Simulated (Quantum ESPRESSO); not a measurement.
A run of Quantum ESPRESSO 7.5 is set up as follows.

Contents of pw.in:

```
&CONTROL
  calculation = 'scf'
  prefix = 'pwscf'
  outdir = './tmp'
  pseudo_dir = './pseudo'
  tprnfor = .true.
  tstress = .true.
  disk_io = 'low'
/
&SYSTEM
  ibrav = 0
  celldm(1) = 8
  nat = 6
  ntyp = 2
  ecutwfc = 88
  nbnd = 24
  input_dft = 'r2scan'
  occupations = 'smearing'
  smearing = 'fd'
  degauss = 0.00367493
  nosym = .true.
/
&ELECTRONS
  conv_thr = 1d-08
  electron_maxstep = 120
  mixing_beta = 0.5
/
ATOMIC_SPECIES
Si    28.0850 Si_ONCV_PBE-1.2.upf
O     15.9990 O_ONCV_PBE-1.2.upf
CELL_PARAMETERS alat
  0.9999412561570   0.0000000000000   0.0000000000000
  0.0000000000000   0.9999412561570   0.0000000000000
  0.0000000000000   0.0000000000000   0.6362459835061
ATOMIC_POSITIONS crystal
Si     0.0000000000    0.0000000000    0.0000000000
Si     0.5000000000    0.5000000000    0.5000000000
O      0.8068390000    0.1931610000    0.5000000000
O      0.3068390000    0.3068390000    0.0000000000
O      0.1931610000    0.8068390000    0.5000000000
O      0.6931610000    0.6931610000    0.0000000000
K_POINTS automatic
4 4 8 0 0 0
```

bands.in

```
&CONTROL
  calculation = 'bands'
  prefix = 'pwscf'
  outdir = './tmp'
  pseudo_dir = './pseudo'
  disk_io = 'low'
  verbosity = 'high'
/
&SYSTEM
  ibrav = 0
  celldm(1) = 8
  nat = 6
  ntyp = 2
  ecutwfc = 88
  nbnd = 24
  input_dft = 'r2scan'
  occupations = 'smearing'
  smearing = 'fd'
  degauss = 0.00367493
  nosym = .true.
/
&ELECTRONS
  conv_thr = 1d-08
  electron_maxstep = 120
  mixing_beta = 0.5
  diago_full_acc = .true.
  startingwfc = 'random'
/
ATOMIC_SPECIES
Si    28.0850 Si_ONCV_PBE-1.2.upf
O     15.9990 O_ONCV_PBE-1.2.upf
CELL_PARAMETERS alat
  0.9999412561570   0.0000000000000   0.0000000000000
  0.0000000000000   0.9999412561570   0.0000000000000
  0.0000000000000   0.0000000000000   0.6362459835061
ATOMIC_POSITIONS crystal
Si     0.0000000000    0.0000000000    0.0000000000
Si     0.5000000000    0.5000000000    0.5000000000
O      0.8068390000    0.1931610000    0.5000000000
O      0.3068390000    0.3068390000    0.0000000000
O      0.1931610000    0.8068390000    0.5000000000
O      0.6931610000    0.6931610000    0.0000000000
K_POINTS crystal
60
 0.0000000000  0.0000000000  0.0000000000 1
 0.0000000000  0.1250000000  0.0000000000 1
 0.0000000000  0.2500000000  0.0000000000 1
 0.0000000000  0.3750000000  0.0000000000 1
 0.0000000000  0.5000000000  0.0000000000 1
 0.1250000000  0.5000000000  0.0000000000 1
 0.2500000000  0.5000000000  0.0000000000 1
 0.3750000000  0.5000000000  0.0000000000 1
 0.5000000000  0.5000000000  0.0000000000 1
 0.4285714286  0.4285714286  0.0000000000 1
 0.3571428571  0.3571428571  0.0000000000 1
 0.2857142857  0.2857142857  0.0000000000 1
 0.2142857143  0.2142857143  0.0000000000 1
 0.1428571429  0.1428571429  0.0000000000 1
 0.0714285714  0.0714285714  0.0000000000 1
 0.0000000000  0.0000000000  0.0000000000 1
 0.0000000000  0.0000000000  0.0625000000 1
 0.0000000000  0.0000000000  0.1250000000 1
 0.0000000000  0.0000000000  0.1875000000 1
 0.0000000000  0.0000000000  0.2500000000 1
 0.0000000000  0.0000000000  0.3125000000 1
 0.0000000000  0.0000000000  0.3750000000 1
 0.0000000000  0.0000000000  0.4375000000 1
 0.0000000000  0.0000000000  0.5000000000 1
 0.0000000000  0.1000000000  0.5000000000 1
 0.0000000000  0.2000000000  0.5000000000 1
 0.0000000000  0.3000000000  0.5000000000 1
 0.0000000000  0.4000000000  0.5000000000 1
 0.0000000000  0.5000000000  0.5000000000 1
 0.1000000000  0.5000000000  0.5000000000 1
 0.2000000000  0.5000000000  0.5000000000 1
 0.3000000000  0.5000000000  0.5000000000 1
 0.4000000000  0.5000000000  0.5000000000 1
 0.5000000000  0.5000000000  0.5000000000 1
 0.4285714286  0.4285714286  0.5000000000 1
 0.3571428571  0.3571428571  0.5000000000 1
 0.2857142857  0.2857142857  0.5000000000 1
 0.2142857143  0.2142857143  0.5000000000 1
 0.1428571429  0.1428571429  0.5000000000 1
 0.0714285714  0.0714285714  0.5000000000 1
 0.0000000000  0.0000000000  0.5000000000 1
 0.0000000000  0.5000000000  0.0000000000 1
 0.0000000000  0.5000000000  0.0625000000 1
 0.0000000000  0.5000000000  0.1250000000 1
 0.0000000000  0.5000000000  0.1875000000 1
 0.0000000000  0.5000000000  0.2500000000 1
 0.0000000000  0.5000000000  0.3125000000 1
 0.0000000000  0.5000000000  0.3750000000 1
 0.0000000000  0.5000000000  0.4375000000 1
 0.0000000000  0.5000000000  0.5000000000 1
 0.5000000000  0.5000000000  0.0000000000 1
 0.5000000000  0.5000000000  0.0555555556 1
 0.5000000000  0.5000000000  0.1111111111 1
 0.5000000000  0.5000000000  0.1666666667 1
 0.5000000000  0.5000000000  0.2222222222 1
 0.5000000000  0.5000000000  0.2777777778 1
 0.5000000000  0.5000000000  0.3333333333 1
 0.5000000000  0.5000000000  0.3888888889 1
 0.5000000000  0.5000000000  0.4444444444 1
 0.5000000000  0.5000000000  0.5000000000 1
```

Potentials or basis: SG15 PBE 1.2.

Run with:

```bash
$ OMP_NUM_THREADS=1 mpirun -n 2 pw.x -nk 2 -in pw.in > pw.out
$ OMP_NUM_THREADS=1 mpirun -n 2 pw.x -nk 2 -in bands.in > bands.out
```

(1) Predict the band gap along the path.

(2) What does it give for the pressure?

(3) Estimate the band gap on the k mesh.

Answers

(1) 5.71 eV, direct.

(2) -7.0 GPa.

(3) 5.71 eV, direct.

Caveat: the potentials were made for another functional, which shifts forces and pressure.
